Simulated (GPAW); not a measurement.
H:

```
CELL_PARAMETERS angstrom
2.64964 0.00000 0.00000
0.00000 2.64964 0.00000
0.00000 0.00000 0.98049
ATOMIC_POSITIONS crystal
H 0.00000 0.00000 0.50000
```

| Property | Result |
| --- | --- |
| Program | GPAW 26.7.0 |
| Task | single point |
| Functional | PBE |
| Potentials or basis | GPAW PAW data sets (gpaw-data 1.2.1) |
| Cutoff | 600 eV |
| Basis | pw |
| k mesh | 10 × 10 × 26 |
| Occupations | fermi-dirac, width 0.05 eV |
| Spin | no spin polarisation |

On this cell: pressure 1.6 GPa; band gap on the k mesh none (metal or under the smearing width).

The same run follows on a disturbed copy (cell strained at random at fixed volume):

```
CELL_PARAMETERS angstrom
2.64639 0.01641 0.00863
0.01641 2.67470 0.02215
0.00319 0.00820 0.97261
ATOMIC_POSITIONS crystal
H 0.00594 0.00887 0.47712
```

**Question.** What changes?

**Answer.** The energy (extrapolated to zero smearing) moves by -0.3 meV/atom; pressure 2.4 GPa; band gap on the k mesh none (metal or under the smearing width).

Stress tensor (GPa, compression positive):
```
2.34 0.03 0.00
0.03 2.09 0.01
0.00 0.01 2.85
```
